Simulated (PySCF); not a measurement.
Runs of PySCF 2.14.0 on Al. It takes space group Fm-3m (No. 225, cubic). Conventional cell: a = 4.050 Å, b = 4.050 Å, c = 4.050 Å, α = 90.00°, β = 90.00°, γ = 90.00°. Al (site symmetry m-3m) is surrounded by 12 Al at 2.86 Å. 

| task | level | potentials or basis | k mesh | symmetry | band path | potentials | conv_tol | max_cycle | mesh quality | gap on the mesh (eV) | V0 of scaled cells (Å³/atom) | B0 (GPa) |
| --- | --- | --- | --- | --- | --- | --- | --- | --- | --- | --- | --- | --- |
| band structure | PBEsol | DZVP-MOLOPT-SR/GTH-PBE (potentials made for PBE) | 8 × 8 × 8 | no | GXWKGLUWLK,UX | Al GTH-PBE-q3 | 1e-07 Ha | 60 | not flagged | none | - | - |
| band structure | HLE16 | DZVP-MOLOPT-SR/GTH-PBE (potentials made for PBE) | 8 × 8 × 8 | no | GXWKGLUWLK,UX | Al GTH-PBE-q3 | 1e-07 Ha | 60 | not flagged | none | - | - |
| atomic charges | PBE0 form with 25 % exact exchange | gth-dzvp/gth-pbe (potentials made for PBE) | 4 × 4 × 4 | no | - | Al gth-pbe | 1e-07 Ha | 60 | coarse | none | - | - |
| atomic charges | PBE0 form with 5 % exact exchange | gth-dzvp/gth-pbe (potentials made for PBE) | 4 × 4 × 4 | no | - | Al gth-pbe | 1e-07 Ha | 60 | coarse | none | - | - |
| band structure | revTPSS | DZVP-MOLOPT-SR/GTH-PBE (potentials made for PBE) | 8 × 8 × 8 | no | GXWKGLUWLK,UX | Al GTH-PBE-q3 | 1e-07 Ha | 60 | not flagged | none | - | - |
| equation of state | RPBE | DZVP-MOLOPT-SR/GTH-PBE (potentials made for PBE) | 10 × 10 × 10 | no | - | Al GTH-PBE-q3 | - | - | not flagged | - | 16.35 | 72 |
| atomic charges | PBE0 form with 35 % exact exchange | gth-dzvp/gth-pbe (potentials made for PBE) | 4 × 4 × 4 | no | - | Al gth-pbe | 1e-07 Ha | 60 | coarse | none | - | - |
| equation of state | PBEsol | DZVP-MOLOPT-SR/GTH-PBE (potentials made for PBE) | 8 × 8 × 8 | no | - | Al GTH-PBE-q3 | - | - | not flagged | - | 16.44 | (a) |
| band structure | PW91 | DZVP-MOLOPT-SR/GTH-PBE (potentials made for PBE) | 8 × 8 × 8 | no | GXWKGLUWLK,UX | Al GTH-PBE-q3 | 1e-07 Ha | 60 | not flagged | none | - | - |
| band structure | r2SCAN | DZVP-MOLOPT-SR/GTH-PBE (potentials made for PBE) | 10 × 10 × 10 | yes | GXWKGLUWLK,UX | Al GTH-PBE-q3 | 1e-07 Ha | 60 | not flagged | none | - | - |

Alike in all rows: no spin polarisation; cell as given; smearing fermi-dirac 0.05 eV.

Estimate the missing entries.

(a) 81.

Caveats: some runs use coarse meshes; the potentials were made for another functional, which shifts forces and pressure; the basis of atomic orbitals isn't converged, which shifts pressures, moduli and gaps; on so small a mesh gaps with full-range exact exchange can be off by tenths of an eV to over 1 eV (some runs); the potentials were made for a functional far from this one (some runs).

A gap of «none» marks a metal or a gap under the smearing width.

Runs at the PBE level aren't shown here.
